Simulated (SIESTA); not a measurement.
A run of SIESTA 5.4.2:

Contents of run.py:

```python
from ase import Atoms
from ase.calculators.siesta import Siesta
from ase.units import Ry, GPa

atoms = Atoms(
    ['Sr', 'O'],
    cell=[
        [0.0, 2.5663, 2.5663],
        [2.5663, 0.0, 2.5663],
        [2.5663, 2.5663, 0.0],
    ],
    scaled_positions=[
        [0.5, 0.5, 0.5],
        [0.0, 0.0, 0.0],
    ],
    pbc=True,
)

fdf = {
    'SCFMustConverge': False,
    'OccupationFunction': 'FD',
    'ElectronicTemperature': '0.05 eV',
    'MaxSCFIterations': '120',
    'SCF.Mixer.Method': 'Pulay',
    'SCF.Mixer.Weight': '0.25',
    'SCF.Mixer.History': '8',
    'SCF.DM.Tolerance': '5.0e-05',
    'SCF.H.Tolerance': '1.0e-03 eV',
    'WriteForces': 'true',
    'Charge.Mulliken': 'end',
    'BandLinesScale': 'ReciprocalLatticeVectors',
    'BandLines': ['  1    0.000000   0.000000   0.000000  \\Gamma', ' 12    0.500000   0.000000   0.500000  X', '  6    0.500000   0.250000   0.750000  W', '  4    0.375000   0.375000   0.750000  K', ' 13    0.000000   0.000000   0.000000  \\Gamma', ' 11    0.500000   0.500000   0.500000  L', '  8    0.625000   0.250000   0.625000  U', '  4    0.500000   0.250000   0.750000  W', '  9    0.500000   0.500000   0.500000  L', '  8    0.375000   0.375000   0.750000  K', '  1    0.625000   0.250000   0.625000  U', '  4    0.500000   0.000000   0.500000  X'],
    'PAO.Basis': ['Sr.1 5', 'n=4 0 2', '  3.897 0.000', 'n=5 0 2', '  9.500 0.000', 'n=4 1 2', '  4.631 0.000', 'n=5 1 1', '  9.500', 'n=4 2 1', '  7.000'],
}
calc = Siesta(
    label="SrO",
    command="siesta < PREFIX.fdf > PREFIX.out",
    pseudo_path="pseudos",
    pseudo_qualifier="",
    xc=('GGA', 'WC'),
    basis_set="DZP",
    mesh_cutoff=800 * Ry,
    energy_shift=0.003 * Ry,
    kpts=[9, 9, 9],
    spin="non-polarized",
    fdf_arguments=fdf,
)
atoms.calc = calc

print(f"energy = {atoms.get_potential_energy():.6f} eV")
free = atoms.get_potential_energy(force_consistent=True)
print(f"free energy = {free:.6f} eV")
print("forces (eV/A):")
print(atoms.get_forces(apply_constraint=False).round(6))
print("stress (GPa, Voigt order, tension positive):", (atoms.get_stress() / GPa).round(4))
```

Potentials or basis: PseudoDojo 0.4 standard (PBEsol files), DZP (energy shift 0.003 Ry; two zetas on semicore shells; d shell added on Sr).

Command:

```console
$ python run.py
```

Hardware: 1 thread of Intel(R) Xeon(R) 6975P-C (Granite Rapids), on a shared host.

**Question.** How long does it take, and how much memory?

**Answer.** It took 36 s on 1 thread of Intel(R) Xeon(R) 6975P-C (Granite Rapids) (shared host), peak memory 0.32 GiB. Counts: scf iterations 9, k points 365, bands 31.
